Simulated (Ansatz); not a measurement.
Generalised stacking fault of LiI (rock salt) on the {110} plane. The cell below holds the perfect crystal with the plane normal along z; tilting its third vector by the shift puts one fault into each cell, between planes 2.13 Å apart, at fixed cell height.

```
LiI
1.0
    4.25610     0.00000     0.00000
    0.00000     6.01904     0.00000
    2.12805     3.00952     6.38416
I Li
3 3
Cartesian
  1.77338   2.50793   5.32013
  1.77338   2.50793   1.06403
  3.90143   5.51745   3.19208
  1.77338   5.51745   5.32013
  1.77338   5.51745   1.06403
  3.90143   2.50793   3.19208
```

In-plane vectors a = (4.256, 0.000) Å, b = (0.000, 6.019) Å, area 25.62 Å². The shift is s times the vector a (length 4.256 Å), so s = 1 restores the start. Atoms relax along the normal only. γ = [E(shift) − E(0)] / area.

Level of theory: PBE (plane waves to 420 eV, PAW, scalar-relativistic; Ansatz, a quantum-chemistry and plane-wave program). k mesh 7×7×7 (Γ-centred), Fermi-Dirac smearing 0.05 eV. Energies are extrapolated to zero smearing. Faults lie only 6.4 Å apart, and holding the cell height raises γ above its relaxed value. LiI was relaxed with its symmetry unable to fall. Spin-orbit coupling is left out, though I is heavy. The zero of γ is zero shift.

```json
[
 {"s": "0.000", "γ (mJ/m²)": "0"},
 {"s": "0.083", "γ (mJ/m²)": "22"},
 {"s": "0.167", "γ (mJ/m²)": "61"},
 {"s": "0.250", "γ (mJ/m²)": "98"},
 {"s": "0.333", "γ (mJ/m²)": "128"},
 {"s": "0.417", "γ (mJ/m²)": "149"},
 {"s": "0.500", "γ (mJ/m²)": "156"},
 {"s": "0.583", "γ (mJ/m²)": "149"},
 {"s": "0.667", "γ (mJ/m²)": "128"},
 {"s": "0.750", "γ (mJ/m²)": "98"},
 {"s": "0.833", "γ (mJ/m²)": "61"},
 {"s": "0.917", "γ (mJ/m²)": "22"}
]
```

Does γ have a local minimum between the ends of the line, and at which s?

No computed point is one.

By a periodic cubic spline through the points, what shear stress does the steepest rise of γ from s = 0 correspond to?

1.1 GPa. A slope of 1 mJ/m² per Å is 0.01 GPa.

(The slope of γ gives the shear force per area between the displaced halves; near zero shift its curvature is an elastic stiffness.)
